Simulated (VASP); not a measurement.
HfC: single point with PBEsol

The system is HfC.

```
Hf C
1.0
     3.31442    0.00000    0.00000
    -1.65721    2.87037    0.00000
     0.00000    0.00000    5.23648
Hf C
2 2
Cartesian
  1.6572 0.9568 3.9274
  0.0000 1.9136 1.3091
  0.0000 0.0000 0.0000
  0.0000 0.0000 2.6182
```

The cell comes from a database or a generator and needn't be the stable form of this composition.

The cell isn't the ideal one: strained and moved within the space group.

| Quantity | Value |
| --- | --- |
| Program | VASP 6.6.1 |
| Task | single point |
| Functional | PBEsol |
| Potentials or basis | VASP PAW PBE potentials, release 64 (Hf_pv, C) |
| Cutoff | 520 eV |
| k mesh | 15 × 15 × 8 |
| Occupations | gaussian, width 0.1 eV |
| Spin | no spin polarisation |

```yaml
Pressure: -5.5 GPa
Band_gap_on_the_k_mesh: none (metal or under the smearing width)
```

Stress tensor (GPa, compression positive):
```
-4.74  0.00  0.00
 0.00 -4.74  0.00
 0.00  0.00 -6.88
```

Levels at points of the mesh, in eV from the Fermi level:
```tsv
k point	band 10	band 11	band 12	band 13	band 14	band 15	band 16	band 17	band 18	band 19
(0.00, 0.00, 0.00)	-3.11	-3.11	-1.24	-1.24	0.87	1.36	1.36	1.93	1.93	2.11
(0.00, 0.00, 0.50)	-3.26	-2.67	-2.67	-2.67	-2.67	3.90	3.90	3.90	3.90	4.03
```

It took 82 s on 1 thread of Intel(R) Xeon(R) 6975P-C (Granite Rapids), on a shared host, peak memory 0.26 GiB.

Caveat: the PAW data sets were made with another functional, which shifts forces and pressure a little. Spin-orbit coupling is left out, which matters for the levels of Hf.
